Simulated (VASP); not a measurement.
All values below come from PBE GGA, VASP's PBE PAW potentials (set 64) (plane waves; VASP).

The input files of a VASP run:

File KPOINTS:
```
Automatic mesh
0
Gamma
5 5 5
0 0 0
```

File POSCAR:
```
CsI
1
    4.6614000000     0.0000000000     0.0000000000
    0.0000000000     4.6614000000     0.0000000000
    0.0000000000     0.0000000000     4.6614000000
Cs I
1 1
Direct
  0.0000000000   0.0000000000   0.0000000000
  0.5000000000   0.5000000000   0.5000000000
```

**INCAR**
```
SYSTEM=CsI
PREC=Accurate; ENCUT=800; LREAL=.False.
LASPH=.True.
EDIFF=1E-6; NELM=100; ALGO=Normal
LMAXMIX=4
ISMEAR=0; SIGMA=0.05
GGA=PE
ISIF=2
LWAVE=.False.; LCHARG=.False.
```

POTCAR, in this order: Cs_sv I (PBE.64 set). Program: vasp_std.

What VASP printed:

**OSZICAR**
```
       N       E                     dE             d eps       ncg     rms          rms(c)
DAV:   1     0.108504147874E+03    0.10850E+03   -0.80821E+03   240   0.156E+03
DAV:   2     0.413036653768E+01   -0.10437E+03   -0.97135E+02   348   0.178E+02
DAV:   3    -0.544858335361E+01   -0.95789E+01   -0.95519E+01   304   0.631E+01
DAV:   4    -0.559404840238E+01   -0.14547E+00   -0.14541E+00   292   0.951E+00
DAV:   5    -0.559587254024E+01   -0.18241E-02   -0.18240E-02   296   0.113E+00    0.157E+00
DAV:   6    -0.546607342965E+01    0.12980E+00   -0.17362E-01   272   0.193E+00    0.119E+00
DAV:   7    -0.543830611198E+01    0.27767E-01   -0.14824E-01   268   0.185E+00    0.606E-01
DAV:   8    -0.544202801648E+01   -0.37219E-02   -0.10768E-02   292   0.683E-01    0.719E-02
DAV:   9    -0.544243168230E+01   -0.40367E-03   -0.12566E-03   268   0.225E-01    0.783E-02
DAV:  10    -0.544251386171E+01   -0.82179E-04   -0.12063E-04   284   0.845E-02    0.142E-02
DAV:  11    -0.544250960348E+01    0.42582E-05   -0.37032E-05   292   0.297E-02    0.550E-03
DAV:  12    -0.544251041596E+01   -0.81248E-06   -0.39994E-06   272   0.149E-02
   1 F= -.54425104E+01 E0= -.54425104E+01  d E =-.738500E-11
```

### OUTCAR
```
------------------------ aborting loop because EDIFF is reached ----------------------------------------
  FORCE on cell =-STRESS in cart. coord.  units (eV):
  Direction    XX          YY          ZZ          XY          YZ          ZX
  --------------------------------------------------------------------------------------
  Total        0.0419433      0.0419433      0.0419433      0.0000000     -0.0000000     -0.0000000
  in kB        0.6634745      0.6634745      0.6634745      0.0000000     -0.0000000     -0.0000000
  external PRESSURE =       0.6634745 kB  Pullay stress =       0.0000000 kB
  volume of cell :      101.29
      direct lattice vectors                 reciprocal lattice vectors
     4.661400000  0.000000000  0.000000000     0.214527824  0.000000000  0.000000000
     0.000000000  4.661400000  0.000000000     0.000000000  0.214527824  0.000000000
     0.000000000  0.000000000  4.661400000     0.000000000  0.000000000  0.214527824
 POSITION                                       TOTAL-FORCE (eV/Angst)
 -----------------------------------------------------------------------------------
      0.00000      0.00000      0.00000         0.000000      0.000000      0.000000
      2.33070      2.33070      2.33070         0.000000      0.000000      0.000000
 -----------------------------------------------------------------------------------
    total drift:                               -0.000000     -0.000000      0.000000
  FREE ENERGIE OF THE ION-ELECTRON SYSTEM (eV)
  ---------------------------------------------------
  free  energy   TOTEN  =        -5.4425104160 eV

  energy  without entropy=       -5.4425104160  energy(sigma->0) =       -5.44251042
```
(Selected blocks of OUTCAR.)

The compound is CsI in the CsCl type structure. The cell was not relaxed at this level. The run is one of a series of settings (ENCUT = 800 against the base run), some of them coarse on purpose.
